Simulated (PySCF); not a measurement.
Compound: C5H6.
Atom-mapped SMILES: `[CH:1]1=[CH:2][CH2:3][CH:4]=[CH:5]1` (hydrogens: H6 on C1; H7 on C2; H8, H9 on C3; H10 on C4; H11 on C5)

The calculation used PySCF, PBE0-D3(BJ)/def2-SVP geometry optimisation, gas phase.

**Question.** Give the optimised bond lengths and angles.

**Answer.** 
```json
{"bond": "C1=C2, C4=C5", "length (Å)": "1.351"}
{"bond": "C2–C3, C3–C4", "length (Å)": "1.495"}
{"bond": "C1–C5", "length (Å)": "1.463"}
{"bond": "C1–H6, C5–H11", "length (Å)": "1.092"}
{"bond": "C2–H7, C4–H10", "length (Å)": "1.091"}
{"bond": "C3–H8, C3–H9", "length (Å)": "1.107"}
```

Bonds in one row agree within 0.01 Å and their mean is given. A selection of angles:
```json
{"angle": "C2–C1–C5", "degrees": "109.2"}
{"angle": "C2–C1–H6", "degrees": "126.1"}
{"angle": "C5–C1–H6", "degrees": "124.7"}
{"angle": "C1–C2–C3", "degrees": "109.0"}
{"angle": "C1–C2–H7", "degrees": "126.7"}
{"angle": "C3–C2–H7", "degrees": "124.3"}
{"angle": "C2–C3–C4", "degrees": "103.6"}
{"angle": "C2–C3–H8", "degrees": "112.0"}
{"angle": "H8–C3–H9", "degrees": "105.4"}
```

Torsions: C5–C1–C2–C3 0° (synperiplanar); C1–C2–C3–C4 0° (synperiplanar); C2–C3–C4–C5 0° (synperiplanar); C3–C4–C5–C1 0° (synperiplanar); C2–C1–C5–C4 0° (synperiplanar).

The 5 heavy atoms lie in one plane (0.000 Å rms). The C–C distances run from 1.351 Å (C1=C2, drawn double) to 1.495 Å (C3–C4, drawn single), a spread of 0.144 Å. The 5-membered ring C1–C2–C3–C4–C5 has internal angles of 103.6° to 109.2° (sum 540°, against 540° for a flat polygon); it is planar, 0.00 Å rms from its mean plane, widest ring torsion 0°.

Point group: C2v (tolerance 0.08 Å). PBE0-D3(BJ)/def2-SVP frequencies: not computed here.
